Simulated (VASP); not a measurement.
A run of VASP 6.6.1 is set up as follows.

File INCAR:

```
SYSTEM = SnTe
PREC = Accurate ; ENCUT = 500
EDIFF = 1E-6 ; ISMEAR = 0
SIGMA = 0.02 ; LREAL = .False.
LASPH = .True. ; NELM = 60
ALGO = Fast ; ISIF = 2
LWAVE = .False. ; LCHARG = .False.
GGA = PE
```

The input KPOINTS:

```
regular mesh
0
Gamma
  3 3 3
  0 0 0
```

Contents of POSCAR:

```
SnTe
1.0
    0.0000000000      3.6111460000      3.6111460000
    3.6111460000      0.0000000000      3.6111460000
    3.6111460000      3.6111460000      0.0000000000
Te Sn
1 1
Direct
    0.2500000000      0.2500000000      0.2500000000
    0.0000000000      0.0000000000      0.0000000000
```

Potentials or basis: VASP PAW PBE potentials, release 64 (Te_GW, Sn_d_GW).

Run with:

```sh
$ cat potpaw_PBE.64/Te_GW/POTCAR potpaw_PBE.64/Sn_d_GW/POTCAR > POTCAR
$ mpirun -np 1 vasp_std > vasp.out
```

**Question.** Estimate the pressure.

**Answer.** -1.0 GPa.

**Question.** What does it give for the band gap on the k mesh?

**Answer.** 0.82 eV, indirect (least direct gap 0.99 eV).

Caveat: the k mesh is coarse (spacing up to 0.50 Å⁻¹), so the values aren't converged; spin-orbit coupling is left out, which moves the levels of the heavy elements; an odd mesh through Γ misses points on the zone boundary, where band edges often lie.
